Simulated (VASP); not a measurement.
Crystal: Mo.

```
Mo
1.0
    -1.58381    1.58381    1.58381
     1.58381   -1.58381    1.58381
     1.58381    1.58381   -1.58381
Mo
1
Direct
  0.00000 0.00000 0.00000
```

- Program: VASP 6.6.1
- Task: relaxation of cell and atoms
- Functional: r2SCAN
- Potentials or basis: VASP PAW PBE potentials, release 64 (Mo_sv)
- Cutoff: 600 eV
- k mesh: 12 × 12 × 12
- Occupations: methfessel-paxton, width 0.1 eV
- Spin: no spin polarisation

At the start: pressure -3.4 GPa; volume 15.89 Å³/atom.

Task: How do energy, volume and symmetry change on relaxing?

Result: Over 3 steps the energy falls by 2.2 meV/atom and the volume is 15.69 Å³/atom (-1.3 %); space group Im-3m (No. 229, to 0.05 Å).

The path:
| step | energy change (eV) | largest force (eV/Å) | pressure (GPa) | volume (Å³) |
| --- | --- | --- | --- | --- |
| 1 | 0.0000 | 0.0000 | -3.43 | 15.89 |
| 2 | 0.0163 | 0.0000 | 10.87 | 15.12 |
| 3 | -0.0022 | 0.0000 | -0.04 | 15.69 |

Final structure:
```xyz
1
Lattice="-1.5771 1.5771 1.5771 1.5771 -1.5771 1.5771 1.5771 1.5771 -1.5771" Properties=species:S:1:pos:R:3 pbc="T T T"
Mo    0.0000    0.0000    0.0000
```

Caveat: the PAW data sets were made with another functional, which shifts forces and pressure a little.
